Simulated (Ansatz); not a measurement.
# GaP (F-43m) in Ansatz: a series of runs, part 2 of 2

Ansatz 0.2.0.

**3. Relaxation of cell and atoms, revPBE**

input.yaml reads:

```yaml
crystal:
  lattice:
    - [0.0, 2.72525, 2.72525]
    - [2.72525, 0.0, 2.72525]
    - [2.72525, 2.72525, 0.0]
  atoms:
    - { symbol: Ga, position: [0.0, 0.0, 0.0] }
    - { symbol: P, position: [0.75, 0.75, 0.75] }
kpoints:
  mp_grid: { grid: [8, 8, 8] }
scf:
  occupations: { method: fermi_dirac, width: 0.05 }
hamiltonian:
  xc: revpbe
  pseudopotentials: { kind: all_electron, lapw: { basis_error: 0.001 } }
output:
  forces: true
  stress: true
relax:
  f_tol: 0.01
  max_steps: 60
  cell: {}
```

Potentials or basis: all-electron LAPW, scalar-relativistic.

On the command line:

```
$ ansatz run input.yaml --threads 1 --pin off --max-ram 3072MiB --backend cpu --events-out ev --progress --plain --runs-dir out
```

Output:

```text
Warning: RAYON_NUM_THREADS=1 ignored (pool sized by the plan → 1); use --threads N
The last accepted step is kept in <dir> (removed where the run ends without a failure and the disk answers)
LAPW: plane waves up to 8.895 Å⁻¹, error target 1.0e-3 eV per atom; small_component_spin mean_spin; P in spheres of 1.032 Å, 13 of its electrons in bands, Dirac shells []; Ga in spheres of 1.257 Å, 21 of its electrons in bands, Dirac shells [] (how accurate: hamiltonian.pseudopotentials.lapw.basis_error, Limitations)
Engine: ansatz 0.2.0, aarch64-unknown-linux-gnu
Pseudopotentials: kind: all_electron
Pseudopotential: Ga, LAPW, valence charge 21, lapw/all_electron/scalar/gaussian/Ga, Koelling and Harmon's equation, gaussian nucleus
Pseudopotential: P, LAPW, valence charge 13, lapw/all_electron/scalar/gaussian/P, Koelling and Harmon's equation, gaussian nucleus
Functional definition: revPBE
  parameter kappa = 1.245
  parameter beta = 0.06672455060314922
  exchange = pbe_x(kappa = kappa, mu = beta*pi^2/3)
  correlation = pbe_c(beta = beta)
Crystal: 2 atoms, lattice volume = 40.481 Å³
Basis set: ecut = 301.4598856969209 eV, 531 PW (Γ), exchange–correlation at level 2
Bands: 21, of which v1, the nominal top of the filled ones, is band 17 counted from 1 (16 counted from 0)
Symmetry: 24 space group operations
[... 76 lines left out ...]
  E_atoms      = -62207.466188  (free atoms, spherical and without spin; not in F)
  Σ components = -62216.010420   (vs F -62216.010420, Δ=0.00e0)
  Basis errors (estimates in eV, not in F): energy 4.0e-4 per atom: plane waves 3.8e-4 (2.2e-4 summed), levels above the bands 2.7e-30, relativity 4.1e-8, radial functions 2.8e-5, core shells 2.0e-11; eigenvalues (radial functions only) 4.0e-7; not estimated: angular momenta, meshes, grids; target (lapw.basis_error) 1.0e-3; muffin-tin radii P 1.049 Å, Ga 1.278 Å
--- Forces (eV/Å), atoms counted from 1 ---
  atom   1  Ga     0.00000000    -0.00000000    -0.00000000
  atom   2  P     -0.00000000     0.00000000     0.00000000
  max |Σ_I F_I| component: 1.16e-17 eV/Å
--- Stress (GPa, compression-positive) ---
        0.003321      -0.000000      -0.000000
       -0.000000       0.003321      -0.000000
       -0.000000      -0.000000       0.003321
  P = ⅓ Tr σ = 0.0033 GPa (0.033 kbar)
--- Relaxed structure (4 steps of the walk, 4 accepted, 1 SCFs on fresh bases) ---
  F+E_penalty+E_count = -62216.01041970 eV   max|allowed force component| = 1.966e-17 eV/Å   (the final SCF, on the basis selected at the relaxed cell)
  cell:  # Å, volume = 42.5254 Å³
    - [1.7324264911845005e-33, 2.7703808281195688, 2.7703808281195688]
    - [2.7703808281195688, -5.229125548759099e-33, 2.7703808281195688]
    - [2.7703808281195688, 2.7703808281195688, -1.4585502444163629e-33]
  atoms:
    - { symbol: Ga, position: [-2.7605408110311475e-35, 1.4354812217361956e-35, 9.753910865643393e-35] }
    - { symbol: P, position: [0.7500000000000001, 0.7500000000000001, 0.7500000000000001] }
```

Run time: 27 s. Hardware: 1 thread of Arm Neoverse V2, shared host; peak memory 0.28 GiB.

What came out:

```
Free energy                            : -62216.0104 eV
Relaxed volume                         : 21.26 Å³/atom
Relaxed cell                           : a = 3.918 Å, b = 3.918 Å, c = 3.918 Å, α = 60.00°, β = 60.00°, γ = 60.00°
Space group after relaxing (to 0.05 Å) : F-43m (No. 216)
Energy gained by relaxing              : 12.2 meV/atom
Ionic steps                            : 5
Pressure after relaxing                : 0.0 GPa
Band gap on the k mesh                 : 1.53 eV
```

The path:
```csv
step,energy change (eV),largest force (eV/Å),volume (Å³)
1,0.0000,0.0000,40.48
2,-0.0219,0.0000,41.85
3,-0.0244,0.0000,42.47
4,-0.0245,0.0000,42.53
5,-0.0245,0.0000,42.53
```

Final structure:
```xyz
2
Lattice="0.0000 2.7704 2.7704 2.7704 0.0000 2.7704 2.7704 2.7704 0.0000" Properties=species:S:1:pos:R:3 pbc="T T T"
Ga    0.0000    0.0000    0.0000
P     4.1556    4.1556    4.1556
```

A k mesh can miss the band edges. Zero-point motion and thermal expansion aren't in these numbers.

**4. Relaxation of cell and atoms, BLYP**

Edit input.yaml of step 3 so:

```diff
@@ -13,3 +13,3 @@
 hamiltonian:
-  xc: revpbe
+  xc: blyp
   pseudopotentials: { kind: all_electron, lapw: { basis_error: 0.001 } }
```

Potentials or basis: all-electron LAPW, scalar-relativistic.

On the command line:

```
$ ansatz run input.yaml --threads 1 --pin off --max-ram 3072MiB --backend cpu --events-out ev --progress --plain --runs-dir out
```

Output:

```text
Warning: RAYON_NUM_THREADS=1 ignored (pool sized by the plan → 1); use --threads N
[... 1 set-up line as earlier in the session ...]
LAPW: plane waves up to 8.906 Å⁻¹, error target 1.0e-3 eV per atom; small_component_spin mean_spin; P in spheres of 1.032 Å, 13 of its electrons in bands, Dirac shells []; Ga in spheres of 1.257 Å, 21 of its electrons in bands, Dirac shells [] (how accurate: hamiltonian.pseudopotentials.lapw.basis_error, Limitations)
[... 4 set-up lines as earlier in the session ...]
Functional definition: BLYP
  parameter beta = 0.0042
  parameter a = 0.04918
  parameter b = 0.132
  parameter c = 0.2533
  parameter d = 0.349
  exchange = b88_x(beta = beta)
  correlation = lyp_c(a = a, b = b, c = c, d = d)
Crystal: 2 atoms, lattice volume = 40.481 Å³
Basis set: ecut = 302.1747210319182 eV, 531 PW (Γ), exchange–correlation at level 2
Bands: 21, of which v1, the nominal top of the filled ones, is band 17 counted from 1 (16 counted from 0)
[... 2 set-up lines as earlier in the session ...]
k-points: 29 of 512 (time reversal used)
[... 3 set-up lines as earlier in the session ...]
[... 57 lines left out ...]
basis re-selected at this cell: Δ(F+E_penalty+E_count) = +6.976e-7 eV, ΔP = +0.000 GPa vs the last step (what re-selecting the basis moved, after the strain that the cell walked since its last selection, with what the two solves' SCF thresholds leave and, on support functions, any second-order correction that the steps lacked; it is no measure of the basis error at this ecutwfc). This SCF's stress stands 1.32e-2 GPa from its target on what of the cell is left free (relax.cell.stress_tol is 5.00e-2 GPa) and its largest allowed force component is 2.08e-17 eV/Å (relax.f_tol is 1.00e-2 eV/Å): within both
SCF converged after 2 iterations
Free energy (F): -62223.622635 eV
Harris-Foulkes:  -62223.622635 eV  (|F-HF|=4.44e-10)
Internal energy: -62223.622635 eV  (E = F + TS)
E sigma→0 (E₀):  -62223.622635 eV
Entropy (-TS):   -0.000000 eV (-0.000 meV/atom)
Fermi energy:    8.383796 eV
--- Per-component energies (eV) ---
  E_band       = -1812.485559
  E_kinetic    = 63302.156699
  E_xc         = -2705.265329
  E_electrostatic = -122820.514005  (all electrons and nuclei)
  E_smearing   = -0.000000  (= −TS)
  E_closure    = 0.000000  (closes the sum)
  E_atoms      = -62215.886264  (free atoms, spherical and without spin; not in F)
  Σ components = -62223.622635   (vs F -62223.622635, Δ=0.00e0)
  Basis errors (estimates in eV, not in F): energy 4.2e-4 per atom: plane waves 3.9e-4 (2.3e-4 summed), levels above the bands 2.6e-32, relativity 7.0e-8, radial functions 3.5e-5, core shells 7.0e-11; eigenvalues (radial functions only) 3.8e-7; not estimated: angular momenta, meshes, grids; target (lapw.basis_error) 1.0e-3; muffin-tin radii P 1.060 Å, Ga 1.292 Å
--- Forces (eV/Å), atoms counted from 1 ---
  atom   1  Ga     0.00000000    -0.00000000    -0.00000000
  atom   2  P     -0.00000000     0.00000000     0.00000000
  max |Σ_I F_I| component: 1.39e-17 eV/Å
--- Stress (GPa, compression-positive) ---
        0.013177      -0.000000      -0.000000
       -0.000000       0.013177       0.000000
       -0.000000       0.000000       0.013177
  P = ⅓ Tr σ = 0.0132 GPa (0.132 kbar)
--- Relaxed structure (4 steps of the walk, 4 accepted, 1 SCFs on fresh bases) ---
  F+E_penalty+E_count = -62223.62263536 eV   max|allowed force component| = 2.082e-17 eV/Å   (the final SCF, on the basis selected at the relaxed cell)
  cell:  # Å, volume = 43.8830 Å³
    - [6.241830740297098e-33, 2.7995538365917705, 2.7995538365917705]
    - [2.7995538365917705, -4.178205066974383e-33, 2.7995538365917705]
    - [2.7995538365917705, 2.7995538365917705, -2.4712554359543607e-33]
  atoms:
    - { symbol: Ga, position: [2.0418800198927067e-34, -1.4676875311982274e-34, -1.476889333901665e-34] }
    - { symbol: P, position: [0.7500000000000001, 0.7500000000000001, 0.7500000000000001] }
```

Run time: 29 s. Hardware: 1 thread of Arm Neoverse V2, shared host; peak memory 0.28 GiB.

What came out:

```yaml
Free_energy: -62223.6226 eV
Relaxed_volume: 21.94 Å³/atom
Relaxed_cell: a = 3.959 Å, b = 3.959 Å, c = 3.959 Å, α = 60.00°, β = 60.00°, γ = 60.00°
Space_group_after_relaxing_to_0.05_Å: F-43m (No. 216)
Energy_gained_by_relaxing: 31.2 meV/atom
Ionic_steps: 5
Pressure_after_relaxing: 0.0 GPa
Band_gap_on_the_k_mesh: 1.03 eV
```

Step by step:
```
step  energy change (eV)  largest force (eV/Å)  volume (Å³)
   1              0.0000                0.0000        40.48
   2             -0.0549                0.0000        42.65
   3             -0.0622                0.0000        43.72
   4             -0.0623                0.0000        43.88
   5             -0.0623                0.0000        43.88
```

Final structure:
```yaml
crystal:
  lattice:
    - [0.00000, 2.79955, 2.79955]
    - [2.79955, 0.00000, 2.79955]
    - [2.79955, 2.79955, 0.00000]
  atoms:
    - { symbol: Ga, position: [0.00000, 0.00000, 0.00000] }
    - { symbol: P, position: [0.75000, 0.75000, 0.75000] }
```

A k mesh can miss the band edges. Zero-point motion and thermal expansion aren't in these numbers.

**5. Summary**

```tsv
level	gap on the mesh (eV)	pressure (GPa)	relaxed volume (Å³/atom)
RPBE	1.50	0.0	21.42
revPBE	1.53	0.0	21.26
BLYP	1.03	0.0	21.94
```

Alike in all rows: task relaxation of cell and atoms; potentials or basis all-electron LAPW, scalar-relativistic; no spin polarisation; cell relaxed; k mesh 8 × 8 × 8; smearing fermi-dirac 0.05 eV; basis error allowed 0.001 eV/atom.

Compare energies only between runs with the same functional and basis.
